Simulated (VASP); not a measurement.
# AgCl in VASP: a series of runs

AgCl is run at these levels: PBE; tasks: single point.

Everything below comes from runs of VASP 6.6.1. Logs are shortened: lines on timing, memory, paths and dates and some standing lists are left out, and cuts for length are marked.

**What was measured.**

A printed reference work, data compilation reports, for a bulk crystal of AgCl: band gap 3.249 eV (indirect).

The runs below are set against these values where they give the same quantity.

## 1. The cell of the first run

It takes space group Fm-3m (No. 225, cubic). Conventional cell: a = 5.619 Å, b = 5.619 Å, c = 5.619 Å, α = 90.00°, β = 90.00°, γ = 90.00°. Ag (site symmetry m-3m) has 6 Cl at 2.81 Å within 3.7 Å. Within 3.7 Å of Cl (site symmetry m-3m) lie 6 Ag at 2.81 Å.

## 2. Single point, PBE (volume scaled by 1.04)

File INCAR:

```
ALGO     = Normal         # electronic algorithm
EDIFF    = 1E-6           # SCF threshold, eV
ENCUT    = 520            # plane-wave cutoff, eV
GGA      = PE             # functional
ISIF     = 2              # what is computed and relaxed
ISMEAR   = -1             # smearing method
LASPH    = True           # aspherical terms in the spheres
LCHARG   = True           # write CHGCAR
LELF     = True           # ELF
LREAL    = False          # projectors in reciprocal space
LVHAR    = True         
LWAVE    = False          # write WAVECAR
NBANDS   = 16             # bands
NELM     = 80             # most SCF steps
PREC     = Accurate       # precision mode
SIGMA    = 0.02           # smearing width, eV
```

File KPOINTS:

```
k-points
0
Gamma
  8 8 8
```

File POSCAR:

```
AgCl
1.0
    0.0000000000      2.8096430007      2.8096430007
    2.8096430007      0.0000000000      2.8096430007
    2.8096430007      2.8096430007      0.0000000000
Ag Cl
1 1
Direct
    0.5000000000      0.5000000000      0.5000000000
    0.0000000000      0.0000000000      0.0000000000
```

Potentials or basis: VASP PAW PBE potentials, release 64 (Ag, Cl).

Started as:

```sh
> cat potpaw_PBE.64/Ag/POTCAR potpaw_PBE.64/Cl/POTCAR > POTCAR
> mpirun -np 1 vasp_std > vasp.out
```

OUTCAR:

```text
EDIFF = 1E-6
   ENCUT = 520
   GGA = PE
   ISIF = 2
   ISMEAR = -1
   LASPH = True
   LREAL = False
   NELM = 80
   PREC = Accurate

 ion  position               nearest neighbor table
   1  0.500  0.500  0.500-   2 2.81   2 2.81   2 2.81   2 2.81   2 2.81   2 2.81
   2  0.000  0.000  0.000-   1 2.81   1 2.81   1 2.81   1 2.81   1 2.81   1 2.81

  LATTYP: Found a face centered cubic cell.
 ALAT       =     5.6192860014

  Lattice vectors:

 A1 = (   0.0000000000,   2.8096430007,   2.8096430007)
 A2 = (   2.8096430007,   0.0000000000,   2.8096430007)
 A3 = (   2.8096430007,   2.8096430007,   0.0000000000)

Analysis of symmetry for initial positions (statically):
=====================================================================
 Subroutine PRICEL returns:
 Original cell was already a primitive cell.

 Routine SETGRP: Setting up the symmetry group for a
 face centered cubic supercell.

 Subroutine GETGRP returns: Found 48 space group operations
 (whereof 48 operations were pure point group operations)
 out of a pool of 48 trial point group operations.

The static configuration has the point symmetry O_h .

Analysis of symmetry for dynamics (positions and initial velocities):
=====================================================================
 Subroutine PRICEL returns:
 Original cell was already a primitive cell.

 Routine SETGRP: Setting up the symmetry group for a
 face centered cubic supercell.

 Subroutine GETGRP returns: Found 48 space group operations
 (whereof 48 operations were pure point group operations)
 out of a pool of 48 trial point group operations.

The dynamic configuration has the point symmetry O_h .

 Subroutine INISYM returns: Found 48 space group operations
 (whereof 48 operations are pure point group operations),
 and found     1 'primitive' translations

----------------------------------------------------------------------------------------

                                     Primitive cell

  volume of cell :      44.3592

  direct lattice vectors                    reciprocal lattice vectors
     0.000000000  2.809643001  2.809643001    -0.177958552  0.177958552  0.177958552
     2.809643001  0.000000000  2.809643001     0.177958552 -0.177958552  0.177958552
     2.809643001  2.809643001  0.000000000     0.177958552  0.177958552 -0.177958552

  length of vectors
     3.973435237  3.973435237  3.973435237     0.308233254  0.308233254  0.308233254

  position of ions in fractional coordinates (direct lattice)
     0.500000000  0.500000000  0.500000000
     0.000000000  0.000000000  0.000000000

  ion indices of the primitive-cell ions
   primitive index   ion index
                 1           1
                 2           2

----------------------------------------------------------------------------------------

 KPOINTS: k-points

Automatic generation of k-mesh.
 Grid dimensions read from file:
 generate k-points for:    8    8    8

 Generating k-lattice:

  Cartesian coordinates                     Fractional coordinates (reciprocal lattice)
    -0.022244819  0.022244819  0.022244819     0.125000000  0.000000000  0.000000000
     0.022244819 -0.022244819  0.022244819     0.000000000  0.125000000  0.000000000
     0.022244819  0.022244819 -0.022244819     0.000000000  0.000000000  0.125000000

  Length of vectors
     0.038529157  0.038529157  0.038529157

  Shift w.r.t. Gamma in fractional coordinates (k-lattice)
     0.000000000  0.000000000  0.000000000

 Subroutine IBZKPT returns following result:
 ===========================================

 Found     29 irreducible k-points:

 Following reciprocal coordinates:
            Coordinates               Weight
  0.000000  0.000000  0.000000      1.000000
  0.125000  0.000000  0.000000      8.000000
  0.250000  0.000000  0.000000      8.000000
  0.375000  0.000000  0.000000      8.000000
  0.500000  0.000000  0.000000      4.000000
  0.125000  0.125000  0.000000      6.000000
[... 16 lines left out ...]
  0.500000  0.250000  0.125000     48.000000
 -0.375000  0.250000  0.125000     24.000000
 [... further k-points ...]
   k-points           NKPTS =     29   k-points in BZ     NKDIM =     29   number of bands    NBANDS=     16
   number of dos      NEDOS =    301   number of ions     NIONS =      2
   total plane-waves  NPLWV =  27000
   dimension x,y,z NGX =    30 NGY =   30 NGZ =   30
   dimension x,y,z NGXF=    60 NGYF=   60 NGZF=   60
   ions per type =               1   1
   NGX,Y,Z   is equivalent  to a cutoff of  12.55, 12.55, 12.55 a.u.
   NGXF,Y,Z  is equivalent  to a cutoff of  25.10, 25.10, 25.10 a.u.
 SYSTEM =  unknown system
   PREC   = accura    normal or accurate (medium, high low for compatibility)
   ISTART =      0    job   : 0-new  1-cont  2-samecut
   ICHARG =      2    charge: 1-file 2-atom 10-const
   ISPIN  =      1    spin polarized calculation?
   LNONCOLLINEAR =      F non collinear calculations
   LSORBIT =      F    spin-orbit coupling
   LASPH  =      T    aspherical Exc in radial PAW
   ENCUT  =  520.0 eV  38.22 Ry    6.18 a.u.   7.39  7.39  7.39*2*pi/ulx,y,z
   NELM   =     80;   NELMIN=  2; NELMDL= -5     # of ELM steps
   EDIFF  = 0.1E-05   stopping-criterion for ELM
   LREAL  =      F    real-space projection
   EDIFFG = 0.1E-04   stopping-criterion for IOM
   NSW    =      0    number of steps for IOM
   IBRION =     -1    ionic relax: 0-MD 1-quasi-New 2-CG
   NFREE  =      0    steps in history (QN), initial steepest desc. (CG)
   ISIF   =      2    stress and relaxation
   ISYM   =      2    0-nonsym 1-usesym 2-fastsym
   POTIM  = 0.5000    time-step for ionic-motion
   TEBEG  =    0.0;   TEEND  =   0.0 temperature during run
   PSTRESS=    0.0 pullay stress
   NELECT =      18.0000    total number of electrons
   NUPDOWN=      -1.0000    fix difference up-down
   EMIN   =  10.00;   EMAX   =-10.00  energy-range for DOS
   EFERMI =   0.00;   METHOD = LEGACY
   ISMEAR =    -1;   SIGMA  =   0.02  broadening in eV -4-tet -1-fermi 0-gaus
   EFERMI_NEDOS =   21; number of points for ismear=-14 and -15
   IALGO  =     38    algorithm
   IMIX   =      4    mixing-type and parameters
     AMIX     =   0.40;   BMIX     =  1.00
     AMIX_MAG =   1.60;   BMIX_MAG =  1.00
  volume/ion in A,a.u.               =      22.18       149.68
  Fermi-wavevector in a.u.,A,eV,Ry     =   1.212005  2.290358 19.986372  1.468957
  Thomas-Fermi vector in A             =   2.347503
   LORBIT       =      0    0 simple, 1 ext, 2 COOP (PROOUT), +10 PAW based schemes
   GGA     = PE    functional components
   LHFCALC =     F    Hartree Fock is set to
   AEXX    =    0.0000 exact exchange contribution
   IVDW    =     0    specifies the selected vdW correction
   LEPSILON=     F    determine dielectric tensor
   LRPA    =     F    only Hartree local field effects (RPA)
 non-spin polarized calculation
  energy-cutoff  :      520.00
  volume of cell :       44.36
 maximum number of plane-waves:      1243
 NGX is ok and might be reduce to    30
   NGX = 15   NGY = 15   NGZ = 15

 number of electron      17.9999994 magnetization

 Free energy of the ion-electron system (eV)
  ---------------------------------------------------
  ext. energy  EPLUGINS =         0.00000000
  ---------------------------------------------------
  free energy    TOTEN  =        -5.40108118 eV

  energy without entropy =       -5.40108118  energy(sigma->0) =       -5.40108118

 E-fermi :   3.8280     XC(G=0):  -9.7607

 val. band max:        3.3298929042   @ k =   0.5000   0.0000   0.0000
 cond. band min:       4.2518135498   @ k =   0.0000   0.0000   0.0000
 fundamental gap:      0.9219206455
 Fermi energy:         3.8280101811

 k-point     1 :       0.0000    0.0000    0.0000
  band No.  band energies     occupation
      1     -11.5610      2.00000
      2       1.0415      2.00000
      3       1.0415      2.00000
      4       1.0415      2.00000
      5       1.0804      2.00000
      6       1.0804      2.00000
[... 8 lines left out ...]
     15      16.4154      0.00000
     16      16.4154      0.00000

 k-point     2 :       0.1250    0.0000    0.0000
  band No.  band energies     occupation
      1     -11.5073      2.00000
      2       0.3827      2.00000
      3       0.4342      2.00000
      4       0.4342      2.00000
      5       1.0910      2.00000
      6       1.0910      2.00000
[... 8 lines left out ...]
     15      15.2982      0.00000
     16      15.9670      0.00000

 k-point     3 :       0.2500    0.0000    0.0000
  band No.  band energies     occupation
      1     -11.3729      2.00000
      2      -0.5893      2.00000
      3      -0.1085      2.00000
      4      -0.1085      2.00000
      5       1.2048      2.00000
      6       1.2048      2.00000
[... 8 lines left out ...]
     15      15.5935      0.00000
     16      15.8092      0.00000

 k-point     4 :       0.3750    0.0000    0.0000
  band No.  band energies     occupation
      1     -11.2307      2.00000
      2      -1.3206      2.00000
      3      -0.4547      2.00000
      4      -0.4547      2.00000
      5       1.3227      2.00000
      6       1.3227      2.00000
[... 8 lines left out ...]
     15      16.4715      0.00000
     16      16.4715      0.00000
[... 324 lines left out ...]
 k-point    22 :       0.3750    0.2500    0.1250
  band No.  band energies     occupation
      1     -11.2904      2.00000
      2      -0.9473      2.00000
      3      -0.1867      2.00000
      4       0.1752      2.00000
      5       1.1266      2.00000
      6       1.3110      2.00000
[... 8 lines left out ...]
     15      17.4281      0.00000
     16      18.5385      0.00000

 k-point    23 :       0.5000    0.2500    0.1250
  band No.  band energies     occupation
      1     -11.1887      2.00000
      2      -1.1372      2.00000
      3      -0.4626      2.00000
      4      -0.2077      2.00000
      5       1.2345      2.00000
      6       1.3804      2.00000
[... 8 lines left out ...]
     15      17.6471      0.00000
     16      18.3228      0.00000

 k-point    24 :      -0.3750    0.2500    0.1250
  band No.  band energies     occupation
      1     -11.1455      2.00000
      2      -1.1917      2.00000
      3      -0.4989      2.00000
      4      -0.4636      2.00000
      5       1.3133      2.00000
      6       1.3758      2.00000
[... 8 lines left out ...]
     15      16.7382      0.00000
     16      18.1872      0.00000

 [... further k-points ...]

------------------------ aborting loop because EDIFF is reached ----------------------------------------

  FORCE on cell =-STRESS in cart. coord.  units (eV):
  Direction    XX          YY          ZZ          XY          YZ          ZX
  --------------------------------------------------------------------------------------
  -------------------------------------------------------------------------------------
  Total       -0.0826020     -0.0826020     -0.0826020      0.0000000     -0.0000000      0.0000000
  in kB       -2.9834414     -2.9834414     -2.9834414      0.0000000     -0.0000000      0.0000000
  external PRESSURE =      -2.9834414 kB  Pullay stress =       0.0000000 kB

 VOLUME and BASIS-vectors are now :
 -----------------------------------------------------------------------------
  energy-cutoff  :      520.00
  volume of cell :       44.36
      direct lattice vectors                 reciprocal lattice vectors
     0.000000000  2.809643001  2.809643001    -0.177958552  0.177958552  0.177958552
     2.809643001  0.000000000  2.809643001     0.177958552 -0.177958552  0.177958552
     2.809643001  2.809643001  0.000000000     0.177958552  0.177958552 -0.177958552

 POSITION                                       TOTAL-FORCE (eV/Angst)
 -----------------------------------------------------------------------------------
      2.80964      2.80964      2.80964        -0.000000      0.000000      0.000000
      0.00000      0.00000      0.00000         0.000000     -0.000000      0.000000
 -----------------------------------------------------------------------------------
    total drift:                                0.000000      0.000000      0.000000

  FREE ENERGIE OF THE ION-ELECTRON SYSTEM (eV)
  ---------------------------------------------------
  free  energy   TOTEN  =        -5.4010811838 eV

  energy  without entropy=       -5.4010811838  energy(sigma->0) =       -5.40108118
```

Run time: 9.4 s. Hardware: 1 thread of Intel Xeon 6975P-C (Granite Rapids), shared host; peak memory 0.17 GiB.

What came out:

```yaml
Free_energy: -5.4011 eV
Pressure: -0.3 GPa
Band_gap_on_the_k_mesh: 0.92 eV, indirect (least direct gap 3.06 eV)
```

Levels at points of the mesh, in eV from the valence-band top:
```
           k point  band 7  band 8  band 9  band 10  band 11  band 12
(0.00, 0.00, 0.00)   -2.16   -2.16   -2.16     0.92    10.87    10.87
(0.50, 0.00, 0.00)   -1.66    0.00    0.00     4.35     6.32     7.74
(0.50, 0.50, 0.00)   -1.85   -1.85   -1.79     2.44     8.08     8.51
```

## 3. Single point, PBE (volume scaled by 1.06)

File INCAR:

```
PREC     = Accurate       # precision mode
ENCUT    = 520            # plane-wave cutoff, eV
EDIFF    = 1E-6           # SCF threshold, eV
ISMEAR   = -1             # smearing method
SIGMA    = 0.02           # smearing width, eV
LREAL    = False          # projectors in reciprocal space
LASPH    = True           # aspherical terms in the spheres
NELM     = 80             # most SCF steps
ALGO     = Normal         # electronic algorithm
ISIF     = 2              # what is computed and relaxed
LWAVE    = False          # write WAVECAR
LCHARG   = False          # write CHGCAR
GGA      = PE             # functional
NBANDS   = 16             # bands
```

File KPOINTS:

```
Automatic mesh
0
Gamma
  8 8 8
```

File POSCAR:

```
AgCl
1.0
    0.0000000000      2.8275392985      2.8275392985
    2.8275392985      0.0000000000      2.8275392985
    2.8275392985      2.8275392985      0.0000000000
Ag Cl
1 1
Direct
    0.5000000000      0.5000000000      0.5000000000
    0.0000000000      0.0000000000      0.0000000000
```

Potentials or basis: VASP PAW PBE potentials, release 64 (Ag, Cl).

Started as:

```sh
> cat potpaw_PBE.64/Ag/POTCAR potpaw_PBE.64/Cl/POTCAR > POTCAR
> mpirun -np 1 vasp_std > vasp.out
```

Run time: 8.8 s. Hardware: 1 thread of Intel Xeon 6975P-C (Granite Rapids), shared host; peak memory 0.17 GiB.

Results (log left out):

| Property | Result |
| --- | --- |
| Free energy | -5.3979 eV |
| Pressure | -1.0 GPa |
| Band gap on the k mesh | 0.93 eV, indirect (least direct gap 3.01 eV) |

Levels at points of the mesh, in eV from the valence-band top:
```csv
k point,band 5,band 6,band 7,band 8,band 9,band 10,band 11,band 12,band 13,band 14
"(0.00, 0.00, 0.00)",-2.18,-2.18,-2.09,-2.09,-2.09,0.93,10.88,10.88,10.88,12.46
"(0.50, 0.00, 0.00)",-1.90,-1.90,-1.62,0.00,0.00,4.40,6.23,7.77,7.77,13.37
"(0.50, 0.50, 0.00)",-2.50,-2.02,-1.80,-1.80,-1.75,2.47,8.11,8.45,11.22,11.22
```

(Continued in part 2 of 2.)
